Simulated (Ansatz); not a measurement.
The system is Ni.

```
Ni
1.0
     2.44802    0.00000    0.00000
    -1.22401    2.12005    0.00000
     0.00000    0.00000    4.07281
Ni
2
Direct
  0.66667 0.33333 0.75000
  0.33333 0.66667 0.25000
```

This isn't the form of Ni at room conditions, which is fcc.

```yaml
Program: Ansatz 0.2.0
Task: relaxation of cell and atoms
Functional: HSE03
Potentials_or_basis: Ansatz PAW
Cutoff: "420 eV (not typed: the program's choice for these potentials)"
k_mesh: 6 × 6 × 4
Occupations: fermi-dirac, width 0.05 eV
Spin: collinear spin, ferromagnetic start
Starting_moments: "[1.0, 1.0] μB"
```

At the start: volume 10.57 Å³/atom.

Task: Where does the relaxation end?

Result: It ends after 7 steps and the volume is 10.91 Å³/atom (+3.2 %); space group P6_3/mmc (No. 194, to 0.05 Å); moment 1.53 μB per cell.

The path:
| step | energy change (eV) | largest force (eV/Å) | volume (Å³) |
| --- | --- | --- | --- |
| 1 | 0.0000 | 0.0000 | 21.14 |
| 2 | -0.0125 | 0.0000 | 21.44 |
| 3 | -0.0175 | 0.0000 | 21.79 |
| 4 | -0.0175 | 0.0000 | 21.82 |
| 5 | -0.0190 | 0.0000 | 21.82 |
| 6 | -0.0190 | 0.0000 | 21.81 |
| 7 | -0.0189 | 0.0000 | 21.81 |

Final structure:
```
Ni
1.0
     2.49014    0.00000    0.00000
    -1.24507    2.15652    0.00000
     0.00000    0.00000    4.06231
Ni
2
Direct
  0.66667 0.33333 0.75000
  0.33333 0.66667 0.25000
```

Caveat: the k mesh is coarse (spacing up to 0.49 Å⁻¹), so the values aren't converged, least of all with exact exchange; the magnetic or orbital state may not be the lowest; the plane-wave basis is chosen anew once the cell has moved, so the energies of steps on either side of that aren't comparable; the pressure holds a Pulay correction of +0.4 GPa for the finite cutoff; the PAW data sets come from PBE, with cores solved anew for the run's functional, which leaves a small shift of forces and pressure.
